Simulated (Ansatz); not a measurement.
Wanted: the native input for an Ansatz 0.2.0 run.

```
Task                : single point
Functional          : PBE
Potentials or basis : Ansatz PAW
Cutoff              : 420 eV (not typed: the program's choice for these potentials)
k mesh              : 6 × 6 × 6
Occupations         : fermi-dirac, width 0.05 eV
Spin                : no spin polarisation
```

The system is BaTiO3.

```
Ba Ti O
1.0
     2.82767   -4.89766    0.00000
     5.65534    0.00000    0.00000
     2.82767   -1.63255    4.63546
Ba Ti O
2 2 6
Direct
  0.91779 0.96775 0.97384
  0.57743 0.65456 0.34893
  0.85544 0.70465 0.78241
  0.22545 0.19420 0.34593
  0.10784 0.46592 0.94252
  0.52682 0.06235 0.36076
  0.62665 0.39895 0.01957
  0.86137 0.04878 0.56098
  0.50458 0.98890 0.05292
  0.81793 0.53523 0.54825
```

The cell isn't the ideal one: all atoms moved at random, sigma 0.4 Å a component.

The input as run:

input.yaml

```yaml
crystal:
  lattice:
    - [2.82766816, -4.89766492, 0.0]
    - [5.65533632, 0.0, 0.0]
    - [2.82766816, -1.63255497, 4.63546322]
  atoms:
    - { symbol: Ba, position: [0.91779247, 0.96775091, 0.97383736] }
    - { symbol: Ba, position: [0.57742951, 0.65455723, 0.34893146] }
    - { symbol: Ti, position: [0.85544443, 0.70465259, 0.78240916] }
    - { symbol: Ti, position: [0.2254501, 0.19420324, 0.34593407] }
    - { symbol: O, position: [0.10783783, 0.46592468, 0.94251724] }
    - { symbol: O, position: [0.52682404, 0.06235204, 0.36075773] }
    - { symbol: O, position: [0.62664548, 0.39895374, 0.01956568] }
    - { symbol: O, position: [0.86136909, 0.0487807, 0.56098022] }
    - { symbol: O, position: [0.50457995, 0.98889507, 0.05291614] }
    - { symbol: O, position: [0.8179271, 0.5352298, 0.54825093] }
hamiltonian:
  xc: pbe
  pseudopotentials: { kind: paw }
kpoints:
  mp_grid: { grid: [6, 6, 6] }
scf:
  occupations: { method: fermi_dirac, width: 0.05 }
output:
  forces: true
  stress: true
  eigenvalues: true
  write_density: true
  write_potential: true
  elf: true
  volumetric_format: npy
```

Potentials or basis: Ansatz PAW.

Launch:

```sh
$ ansatz run input.yaml --threads 4 --pin off --max-ram 11264MiB --backend cpu --events-out ev --progress --plain --runs-dir out
```

Results of the run:

```json
{
  "Pressure": "64.7 GPa",
  "Largest force": "20.279 eV/Å",
  "Band gap on the k mesh": "0.37 eV, indirect (least direct gap 0.44 eV)"
}
```

Caveat: a pressure of tens of GPa on the cell as given is suspect, and the run, the potentials or the cell itself is likely at fault; the pressure holds a Pulay correction of +0.5 GPa for the finite cutoff; spin-orbit coupling is left out, which moves the levels of the heavy elements; forces of over 1 eV/Å show positions far from the minimum, so gaps and moduli don't describe the material at rest.

Run time: 40 s on 4 threads of Arm Neoverse V1 (shared host), peak memory 0.81 GiB.
